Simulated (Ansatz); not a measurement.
## Pd(111) with 4 layers of random Pd-Mo, 2x2: scattering by chemical disorder

How strongly does chemical disorder scatter in Pd(111) with 4 layers of random Pd-Mo, 2x2?

Main program and level: Ansatz 0.2.0; Ansatz plane-wave DFT, PBE, PAW files; ballistic transport by layer matching (Landauer), zero bias; PAW set soft_1.

## Step 1: The structure

The cell holds 40 atoms: 38 Pd and 2 Mo. Cell: a = 5.501 Å, b = 5.501 Å, c = 22.514 Å, α = 93.5°, β = 86.5°, γ = 120.0°. It derives from Pd. Regions: lead, 24 atoms (24 Pd); scattering region, 16 atoms (14 Pd and 2 Mo). The structure is stacked along c, and the current runs across the ab planes.

## Step 2: With 4 alloy layers

In 4 layers a share of 0.125 of the sites is given to Mo at random. The layers about the cell's end stay perfect and serve as the lead. Energies from -0.05 to 0.05 eV in steps of 0.05 eV are too few for the program's thermal sum, so it prints no conductance; for a metal the transmission near the Fermi level serves, at a fraction of the cost.

input.yaml reads:

```yaml
crystal:
  lattice:
    - [5.5010079149, 0.0, 0.0]
    - [-2.7505039575, 4.7640126007, 0.0]
    - [1.3752519787, -0.7940021001, 22.4577707709]
  atoms:
    - { symbol: Pd, position: [0.9916666667, 0.0083333333, 0.05] }
    - { symbol: Pd, position: [0.9916666667, 0.5083333333, 0.05] }
    - { symbol: Pd, position: [0.4916666667, 0.0083333333, 0.05] }
    - { symbol: Pd, position: [0.4916666667, 0.5083333333, 0.05] }
    - { symbol: Pd, position: [0.1416666667, 0.3583333333, 0.15] }
    - { symbol: Pd, position: [0.1416666667, 0.8583333333, 0.15] }
    - { symbol: Pd, position: [0.6416666667, 0.3583333333, 0.15] }
    - { symbol: Pd, position: [0.6416666667, 0.8583333333, 0.15] }
    - { symbol: Pd, position: [0.2916666667, 0.2083333333, 0.25] }
    - { symbol: Pd, position: [0.2916666667, 0.7083333333, 0.25] }
    - { symbol: Pd, position: [0.7916666667, 0.2083333333, 0.25] }
    - { symbol: Pd, position: [0.7916666667, 0.7083333333, 0.25] }
    - { symbol: Pd, position: [0.9416666667, 0.0583333333, 0.35] }
    - { symbol: Pd, position: [0.9416666667, 0.5583333333, 0.35] }
    - { symbol: Pd, position: [0.4416666667, 0.0583333333, 0.35] }
    - { symbol: Pd, position: [0.4416666667, 0.5583333333, 0.35] }
    - { symbol: Pd, position: [0.0916666667, 0.4083333333, 0.45] }
    - { symbol: Pd, position: [0.0916666667, 0.9083333333, 0.45] }
    - { symbol: Pd, position: [0.5916666667, 0.4083333333, 0.45] }
    - { symbol: Pd, position: [0.5916666667, 0.9083333333, 0.45] }
    - { symbol: Pd, position: [0.2416666667, 0.2583333333, 0.55] }
    - { symbol: Pd, position: [0.2416666667, 0.7583333333, 0.55] }
    - { symbol: Pd, position: [0.7416666667, 0.2583333333, 0.55] }
    - { symbol: Pd, position: [0.7416666667, 0.7583333333, 0.55] }
    - { symbol: Mo, position: [0.8916666667, 0.1083333333, 0.65] }
    - { symbol: Pd, position: [0.8916666667, 0.6083333333, 0.65] }
    - { symbol: Pd, position: [0.3916666667, 0.1083333333, 0.65] }
    - { symbol: Mo, position: [0.3916666667, 0.6083333333, 0.65] }
    - { symbol: Pd, position: [0.0416666667, 0.4583333333, 0.75] }
    - { symbol: Pd, position: [0.0416666667, 0.9583333333, 0.75] }
    - { symbol: Pd, position: [0.5416666667, 0.4583333333, 0.75] }
    - { symbol: Pd, position: [0.5416666667, 0.9583333333, 0.75] }
    - { symbol: Pd, position: [0.1916666667, 0.3083333333, 0.85] }
    - { symbol: Pd, position: [0.1916666667, 0.8083333333, 0.85] }
    - { symbol: Pd, position: [0.6916666667, 0.3083333333, 0.85] }
    - { symbol: Pd, position: [0.6916666667, 0.8083333333, 0.85] }
    - { symbol: Pd, position: [0.8416666667, 0.1583333333, 0.95] }
    - { symbol: Pd, position: [0.8416666667, 0.6583333333, 0.95] }
    - { symbol: Pd, position: [0.3416666667, 0.1583333333, 0.95] }
    - { symbol: Pd, position: [0.3416666667, 0.6583333333, 0.95] }
kpoints:
  mp_grid: { grid: [5, 5, 1] }
hamiltonian:
  xc: pbe
  pseudopotentials: { kind: paw, azcp: { folder: soft_1 } }
scf:
  occupations: { method: fermi_dirac, width: 0.1 }
output:
  transmission:
    leads: [[0, 4]]
    kmesh: [10, 10]
    e_range: [-0.05, 0.05]
    de: 0.05
  write_potential: true
  write_density: true
  volumetric_format: npy
```

The run is started by

```sh
> ansatz run input.yaml --threads 4 --pin off --max-ram 15360MiB --backend cpu --events-out ev --progress --plain --runs-dir out
```

Numbers of over 12 decimals in the logs are rounded to 6 here.

The log of the run:

```text
Engine: ansatz 0.2.0, aarch64-unknown-linux-gnu
Pseudopotentials: kind: paw
Pseudopotential: Pd, paw, valence charge 18, recommended cutoff 420 eV (normal), soft_1/Pd.paw.azcp
Pseudopotential: Mo, paw, valence charge 14, recommended cutoff 420 eV (normal), soft_1/Mo.paw.azcp
Functional definition: PBE
  parameter kappa = 0.804
  parameter beta = 0.066725
  exchange = pbe_x(kappa = kappa, mu = beta*pi^2/3)
  correlation = pbe_c(beta = beta)
Crystal: 40 atoms, lattice volume = 588.548 Å³
Basis set: ecut = 420 eV, 11489 PW (Γ)
Bands: 428, of which v1, the nominal top of the filled ones, is band 356 counted from 1 (355 counted from 0)
Symmetry: 8 space group operations
Space group: P2/m (ITA 10), of the structure as read, at distance tolerance 8.4e-5 Å
k-points: 9 of 25
Non-local potential: Pd, projectors of the file, l = 0: 2, l = 1: 2, l = 2: 2, l = 3: 1
Non-local potential: Mo, projectors of the file, l = 0: 3, l = 1: 2, l = 2: 2, l = 3: 1
PAW form: soft (Blöchl's): semilocal exchange-correlation on the pseudo side does not see the compensation charge
PAW one-centre angular grid: Pd, 590 points (default); XC on 64 Gauss nodes
PAW one-centre angular grid: Mo, 590 points (default); XC on 64 Gauss nodes
Initial density: superposition of atomic densities (chi_scale 0.1, normalization cell, long waves kept (reshape's long-wave potential 0.29 eV rms))
Initial wavefunctions: pseudopotential atomic-orbital guess
Functional: x = pbe(κ = 0.804, μ = 0.219515), c = pbe(β = 0.066725)
SCF iter   1: F=—  HF=-274936.070428 eV  |F-HF|=—  |Δ(HF+E_count)|=         —  Δρ=2.02e-1  dr2=2.20e3  ethr=3.10e-3  ⟨swp⟩=5.1  Hψ=13211  notcnv=0  defer=79
preconditioner: auto → Kerker (q_TF=auto, 2.816 Å⁻¹)  [metal: Δε(μ)=0.010 eV  Ē_g=7.851 eV  σ=0.100 eV  W_gap=0.03  n_scr=240 (ndim 8)  ℏωp=30.3 eV  f_vac=0.000  D(μ)=65.30/eV (n_scr^D=872)]
SCF iter   2: F=—  HF=-274895.257004 eV  |F-HF|=—  |Δ(HF+E_count)|=    4.08e1  Δρ=8.94e-2  dr2=5.68e2  ethr=3.10e-3  ⟨swp⟩=2.1  Hψ=7067  notcnv=0  defer=319
SCF iter   3: F=—  HF=-274884.361419 eV  |F-HF|=—  |Δ(HF+E_count)|=    1.09e1  Δρ=1.81e-2  dr2=3.90e1  ethr=3.10e-3  ⟨swp⟩=2.2  Hψ=6457  notcnv=0  defer=339
SCF iter   4: F=—  HF=-274884.084164 eV  |F-HF|=—  |Δ(HF+E_count)|=   2.77e-1  Δρ=4.81e-3  dr2=3.25e0  ethr=3.10e-3  ⟨swp⟩=1.9  Hψ=4485  notcnv=0  defer=341
SCF iter   5: F=—  HF=-274884.034186 eV  |F-HF|=—  |Δ(HF+E_count)|=   5.00e-2  Δρ=2.32e-3  dr2=8.19e-1  ethr=4.57e-4  ⟨swp⟩=1.1  Hψ=3490  notcnv=0  defer=359
SCF iter   6: F=—  HF=-274884.023620 eV  |F-HF|=—  |Δ(HF+E_count)|=   1.06e-2  Δρ=7.39e-4  dr2=1.85e-2  ethr=1.15e-4  ⟨swp⟩=1.0  Hψ=3489  notcnv=0  defer=359
SCF iter   7: F=—  HF=-274884.023293 eV  |F-HF|=—  |Δ(HF+E_count)|=   3.27e-4  Δρ=2.92e-4  dr2=6.11e-3  ethr=2.59e-6  ⟨swp⟩=1.0  Hψ=3489  notcnv=0  defer=359
SCF iter   8: F=—  HF=-274884.023273 eV  |F-HF|=—  |Δ(HF+E_count)|=   1.99e-5  Δρ=6.28e-5  dr2=7.76e-5  ethr=8.58e-7  ⟨swp⟩=1.0  Hψ=3489  notcnv=0  defer=359
SCF iter   9: F=—  HF=-274884.023312 eV  |F-HF|=—  |Δ(HF+E_count)|=   3.97e-5  Δρ=2.03e-5  dr2=1.48e-5  ethr=1.09e-8  ⟨swp⟩=1.1  Hψ=3812  notcnv=0  defer=363
SCF iter  10: F=—  HF=-274884.023312 eV  |F-HF|=—  |Δ(HF+E_count)|=   1.03e-7  Δρ=6.41e-6  dr2=1.20e-6  ethr=2.08e-9  ⟨swp⟩=1.0  Hψ=3489  notcnv=0  defer=363
SCF iter  11: F=-274884.023312 eV  HF=-274884.023312 eV  |F-HF|=5.69e-8  |Δ(HF+E_count)|=   2.25e-8  Δρ=2.11e-6  dr2=6.48e-8  ethr=1.40e-11  ⟨swp⟩=7.7  Hψ=12101  notcnv=0
SCF 1 converged in 11 iterations: F = -274884.023312 eV  dr2 = 6.48e-8
  greatest PAW one-centre occupation: 0.999 electrons in one spin orbital (limit 2), on the Pd atom at site 34 (counted from 0), in its partial waves of l = 0
transmission: 112 of 1085 steps passed
transmission: 220 of 1085 steps passed
[...]
transmission: 1085 of 1085 steps passed
SCF converged after 11 iterations
Free energy (F): -274884.023312 eV
Harris-Foulkes:  -274884.023312 eV  (|F-HF|=5.69e-8)
Internal energy: -274882.012485 eV  (E = F + TS)
E sigma→0 (E₀):  -274883.017899 eV
Entropy (-TS):   -2.010827 eV (-50.271 meV/atom)
Fermi energy:    19.952447 eV
--- Per-component energies (eV) ---
  E_band       = -5321.581751
  E_kinetic    = 17901.871685
  E_local      = -71916.622109  (includes V_loc(G=0)·N_el)
  E_nonlocal   = 14375.246414
  E_hartree    = 28975.442054
  E_xc         = -5626.510776
  E_vxc        = -7110.716203  (∫ρ·V_xc dr)
  E_paw        = -151230.670521  (= ΣΔE_a)
  E_vpaw       = -16522.240108  (= ΣTr[D̂ρ^β])
  E_aug_tail   = 0.009192  (compensation charges beyond the density's cutoff)
  E_ewald      = -107360.778424
  E_smearing   = -2.010827  (= −TS)
  E_closure    = -0.000000  (closes the sum)
  Σ components = -274884.023312   (vs F -274884.023312, Δ=0.00e0)
--- Band table (eV; the first three rows and the last of 9) ---
  k-point 0: bands = [... 352 lower, 20.0316, 20.0385, 20.0427, 20.0876, 20.0978, 20.1299, 20.1697, 20.1715, ... 68 higher]
  k-point 1: bands = [... 352 lower, 19.8515, 19.8857, 19.9348, 19.9935, 20.0171, 20.0387, 20.1307, 20.1431, ... 68 higher]
  k-point 2: bands = [... 352 lower, 19.8699, 19.8835, 19.8966, 19.9166, 19.9433, 19.9501, 19.9759, 20.0117, ... 68 higher]
  k-point 8: bands = [... 352 lower, 19.8198, 19.8670, 19.8758, 19.9104, 19.9139, 19.9305, 19.9313, 19.9533, ... 68 higher]
--- Transmission ---
  basis      : 235 plane waves across, 35 finite elements along
  points     : 31, standing for a mesh of 10 x 10
  energies   : 3 from -0.050000 to 0.050000 eV about the Fermi level, 0.050000 eV apart; the leads are filled to 0.000000 eV, and channels, transmission and decay are at 0.000000 eV
  crystal 0  : Pd4, at the sites [0, 4], period 2.2458 Å, over 20.21 Å; its Hamiltonian steps by up to 9.0 meV
    offset         : up to 0.0000 Å between an atom of the period and one for which it stands
    channels       : 5.230000e0 a spin
    conductance    : none, the energies end too early or step too widely for 300 K: set another output.transmission.e_range or a lower de, or, where they end at an eighth of basis.ecutwfc, a higher one
  junction   : crystal 0 to crystal 0, 3.79 to 24.01 Å
    transmission   : 1.864536e0 a spin
    conductance    : none, the energies end too early or step too widely for 300 K: set another output.transmission.e_range or a lower de, or, where they end at an eighth of basis.ecutwfc, a higher one
```

It took 4.1 min on 4 threads of Arm Neoverse V1, shared host; peak memory 4.7 GiB.

Numbers from this step:

```yaml
free_energy: -274884.0233 eV
energy_at_zero_smearing: -274883.0179 eV
fermi_energy: 19.95 eV
cell_area: 26.21 Å²
transmission_per_spin_nearest_the_fermi_level: 1.865
open_channels_per_spin_nearest_the_fermi_level: 5.23
step_of_the_lead_s_potential: 9 meV
```

Per spin. Table of transmission, zone mean by energy, zero at the Fermi level:

| energy (eV) | transmission, zone mean |
| --- | --- |
| -0.0500 | 2.07 |
| 0.0000 | 1.86 |
| 0.0500 | 1.62 |

Per spin. The open channels, zone mean, lead by energy, zero at the Fermi level:

| energy (eV) | open channels, zone mean, lead |
| --- | --- |
| -0.0500 | 6.05 |
| 0.0000 | 5.23 |
| 0.0500 | 4.39 |

Transmission over k1 and k2. At 0.0000 eV from the Fermi level.

Values, 10 rows by 10 columns:
```
1.93 2.24 1.20 2.21 2.52 2.46 2.04 1.66 1.17 0.61
0.72 1.20 2.20 2.19 1.83 2.52 2.63 1.90 0.74 1.17
1.90 2.21 2.19 1.70 1.55 1.78 2.10 1.26 1.90 1.66
2.37 2.52 1.83 1.55 1.42 2.13 1.08 2.10 2.63 2.04
2.47 2.46 2.52 1.78 2.13 1.94 2.13 1.78 2.52 2.46
2.37 2.04 2.63 2.10 1.08 2.13 1.42 1.55 1.83 2.52
1.90 1.66 1.90 1.26 2.10 1.78 1.55 1.70 2.19 2.21
0.72 1.17 0.74 1.90 2.63 2.52 1.83 2.19 2.20 1.20
1.93 0.61 1.17 1.66 2.04 2.46 2.52 2.21 1.20 2.24
1.88 1.93 0.72 1.90 2.37 2.47 2.37 1.90 0.72 1.93
```
Columns: k1 (b1) from -0.5 to 0.4; rows upwards: k2 (b2) from -0.5 to 0.4.

Open channels over k1 and k2. At 0.0000 eV from the Fermi level.

Ten even steps from '0' (3.0) to '9' (10.0):
```
2742472101
1422224100
1222122211
2421551242
9722555227
2242155124
1112221222
1001422224
2101274247
9211292112
```
Columns: k1 (b1) from -0.5 to 0.4; rows upwards: k2 (b2) from -0.5 to 0.4.

Over the solved energies the transmission per spin lies between 1.62 and 2.07, out of 5.22 channels of the lead on average (up to 6.05).

## Step 3: With 8 alloy layers

In 8 layers a share of 0.125 of the sites is given to Mo at random. A fresh draw is used; the growth of the resistance with length is what counts.

System of this step: Pd(111) with 8 layers of random Pd-Mo, 2x2. The cell holds 56 atoms: 52 Pd and 4 Mo. Its edges and angles: a = 5.501 Å, b = 5.501 Å, c = 31.481 Å, α = 87.5°, β = 92.5°, γ = 120.0°. It derives from Pd. Regions: lead, 24 atoms (24 Pd); scattering region, 32 atoms (28 Pd and 4 Mo). The structure is stacked along c, and the current runs across the ab planes.

input.yaml reads:

```yaml
crystal:
  lattice:
    - [5.5010079149, 0.0, 0.0]
    - [-2.7505039575, 4.7640126007, 0.0]
    - [-1.3752519787, 0.7940021001, 31.4408790793]
  atoms:
    - { symbol: Pd, position: [0.005952381, 0.994047619, 0.0357142857] }
    - { symbol: Pd, position: [0.005952381, 0.494047619, 0.0357142857] }
    - { symbol: Pd, position: [0.505952381, 0.994047619, 0.0357142857] }
    - { symbol: Pd, position: [0.505952381, 0.494047619, 0.0357142857] }
    - { symbol: Pd, position: [0.1845238095, 0.3154761905, 0.1071428571] }
    - { symbol: Pd, position: [0.1845238095, 0.8154761905, 0.1071428571] }
    - { symbol: Pd, position: [0.6845238095, 0.3154761905, 0.1071428571] }
    - { symbol: Pd, position: [0.6845238095, 0.8154761905, 0.1071428571] }
    - { symbol: Pd, position: [0.3630952381, 0.1369047619, 0.1785714286] }
    - { symbol: Pd, position: [0.3630952381, 0.6369047619, 0.1785714286] }
    - { symbol: Pd, position: [0.8630952381, 0.1369047619, 0.1785714286] }
    - { symbol: Pd, position: [0.8630952381, 0.6369047619, 0.1785714286] }
    - { symbol: Pd, position: [0.0416666667, 0.9583333333, 0.25] }
    - { symbol: Pd, position: [0.0416666667, 0.4583333333, 0.25] }
    - { symbol: Mo, position: [0.5416666667, 0.9583333333, 0.25] }
    - { symbol: Pd, position: [0.5416666667, 0.4583333333, 0.25] }
    - { symbol: Pd, position: [0.2202380952, 0.2797619048, 0.3214285714] }
    - { symbol: Pd, position: [0.2202380952, 0.7797619048, 0.3214285714] }
    - { symbol: Pd, position: [0.7202380952, 0.2797619048, 0.3214285714] }
    - { symbol: Pd, position: [0.7202380952, 0.7797619048, 0.3214285714] }
    - { symbol: Pd, position: [0.3988095238, 0.1011904762, 0.3928571429] }
    - { symbol: Pd, position: [0.3988095238, 0.6011904762, 0.3928571429] }
    - { symbol: Pd, position: [0.8988095238, 0.1011904762, 0.3928571429] }
    - { symbol: Pd, position: [0.8988095238, 0.6011904762, 0.3928571429] }
    - { symbol: Pd, position: [0.0773809524, 0.9226190476, 0.4642857143] }
    - { symbol: Pd, position: [0.0773809524, 0.4226190476, 0.4642857143] }
    - { symbol: Pd, position: [0.5773809524, 0.9226190476, 0.4642857143] }
    - { symbol: Pd, position: [0.5773809524, 0.4226190476, 0.4642857143] }
    - { symbol: Mo, position: [0.255952381, 0.244047619, 0.5357142857] }
    - { symbol: Pd, position: [0.255952381, 0.744047619, 0.5357142857] }
    - { symbol: Pd, position: [0.755952381, 0.244047619, 0.5357142857] }
    - { symbol: Pd, position: [0.755952381, 0.744047619, 0.5357142857] }
    - { symbol: Pd, position: [0.4345238095, 0.0654761905, 0.6071428571] }
    - { symbol: Pd, position: [0.4345238095, 0.5654761905, 0.6071428571] }
    - { symbol: Pd, position: [0.9345238095, 0.0654761905, 0.6071428571] }
    - { symbol: Pd, position: [0.9345238095, 0.5654761905, 0.6071428571] }
    - { symbol: Pd, position: [0.1130952381, 0.8869047619, 0.6785714286] }
    - { symbol: Pd, position: [0.1130952381, 0.3869047619, 0.6785714286] }
    - { symbol: Mo, position: [0.6130952381, 0.8869047619, 0.6785714286] }
    - { symbol: Pd, position: [0.6130952381, 0.3869047619, 0.6785714286] }
    - { symbol: Pd, position: [0.2916666667, 0.2083333333, 0.75] }
    - { symbol: Pd, position: [0.2916666667, 0.7083333333, 0.75] }
    - { symbol: Pd, position: [0.7916666667, 0.2083333333, 0.75] }
    - { symbol: Mo, position: [0.7916666667, 0.7083333333, 0.75] }
    - { symbol: Pd, position: [0.4702380952, 0.0297619048, 0.8214285714] }
    - { symbol: Pd, position: [0.4702380952, 0.5297619048, 0.8214285714] }
    - { symbol: Pd, position: [0.9702380952, 0.0297619048, 0.8214285714] }
    - { symbol: Pd, position: [0.9702380952, 0.5297619048, 0.8214285714] }
    - { symbol: Pd, position: [0.1488095238, 0.8511904762, 0.8928571429] }
    - { symbol: Pd, position: [0.1488095238, 0.3511904762, 0.8928571429] }
    - { symbol: Pd, position: [0.6488095238, 0.8511904762, 0.8928571429] }
    - { symbol: Pd, position: [0.6488095238, 0.3511904762, 0.8928571429] }
    - { symbol: Pd, position: [0.3273809524, 0.1726190476, 0.9642857143] }
    - { symbol: Pd, position: [0.3273809524, 0.6726190476, 0.9642857143] }
    - { symbol: Pd, position: [0.8273809524, 0.1726190476, 0.9642857143] }
    - { symbol: Pd, position: [0.8273809524, 0.6726190476, 0.9642857143] }
kpoints:
  mp_grid: { grid: [5, 5, 1] }
hamiltonian:
  xc: pbe
  pseudopotentials: { kind: paw, azcp: { folder: soft_1 } }
scf:
  occupations: { method: fermi_dirac, width: 0.1 }
output:
  transmission:
    leads: [[0, 4]]
    kmesh: [10, 10]
    e_range: [-0.05, 0.05]
    de: 0.05
  write_potential: true
  write_density: true
  volumetric_format: npy
```

The log of the run:

```text
[...]
Crystal: 56 atoms, lattice volume = 823.967 Å³
Basis set: ecut = 420 eV, 16079 PW (Γ)
Bands: 596, of which v1, the nominal top of the filled ones, is band 496 counted from 1 (495 counted from 0)
Symmetry: 2 space group operations
[...]
k-points: 9 of 25 (time reversal used)
[...]
SCF iter   1: F=—  HF=-382494.678438 eV  |F-HF|=—  |Δ(HF+E_count)|=         —  Δρ=2.14e-1  dr2=5.85e3  ethr=3.10e-3  ⟨swp⟩=5.0  Hψ=17968  notcnv=0  defer=112
[...]
SCF iter  13: F=-382417.345362 eV  HF=-382417.345362 eV  |F-HF|=6.91e-8  |Δ(HF+E_count)|=   4.83e-9  Δρ=4.43e-7  dr2=6.95e-8  ethr=1.01e-11  ⟨swp⟩=8.8  Hψ=15823  notcnv=0
SCF 1 converged in 13 iterations: F = -382417.345362 eV  dr2 = 6.95e-8
[...]
transmission: 158 of 1550 steps passed
transmission: 310 of 1550 steps passed
[...]
transmission: 1550 of 1550 steps passed
SCF converged after 13 iterations
Free energy (F): -382417.345362 eV
[...]
Internal energy: -382414.795244 eV  (E = F + TS)
E sigma→0 (E₀):  -382416.070303 eV
Entropy (-TS):   -2.550119 eV (-45.538 meV/atom)
Fermi energy:    20.079502 eV
[...]
--- Band table (eV; the first three rows and the last of 9) ---
  k-point 0: bands = [... 492 lower, 20.1741, 20.1791, 20.1833, 20.1991, 20.2628, 20.2691, 20.2795, 20.4404, ... 96 higher]
  k-point 1: bands = [... 492 lower, 20.0350, 20.1050, 20.1165, 20.1377, 20.1660, 20.2017, 20.2421, 20.3570, ... 96 higher]
  k-point 2: bands = [... 492 lower, 19.9492, 19.9793, 19.9896, 20.0023, 20.0209, 20.0310, 20.0437, 20.0767, ... 96 higher]
  k-point 8: bands = [... 492 lower, 19.9625, 19.9767, 20.0071, 20.0141, 20.0244, 20.0315, 20.0626, 20.0662, ... 96 higher]
--- Transmission ---
  basis      : 235 plane waves across, 50 finite elements along
  points     : 31, standing for a mesh of 10 x 10
[...]
channels       : 5.290000e0 a spin
[...]
junction   : crystal 0 to crystal 0, 0.70 to 29.89 Å
    transmission   : 1.304072e0 a spin
[...]
```

It took 10 min on 4 threads; peak memory 8.4 GiB; 40 min of CPU time.

Numbers from this step:

```
free energy                                    : -382417.3454 eV
energy at zero smearing                        : -382416.0703 eV
Fermi energy                                   : 20.08 eV
transmission per spin nearest the Fermi level  : 1.304
open channels per spin nearest the Fermi level : 5.29
step of the lead's potential                   : 28.9 meV
```

Per spin. Table of transmission, zone mean by energy, zero at the Fermi level:

| energy (eV) | transmission, zone mean |
| --- | --- |
| -0.0500 | 1.51 |
| 0.0000 | 1.30 |
| 0.0500 | 1.23 |

Over the solved energies the transmission per spin lies between 1.23 and 1.51, out of 5.59 channels of the lead on average (up to 6.53). The log calls the step of a lead's potential too much.

(Continued in part 2 of 2.)

[Logs are printed without paths, hosts, clocks, repeated set-up lines and the standing remarks that a program may print on its own settings, such as how far it seeks lower states.]

[Hosts, paths, dates, database ids (printed as entryN), source tags and the programs' standing remarks are cut or masked in the printed files.]
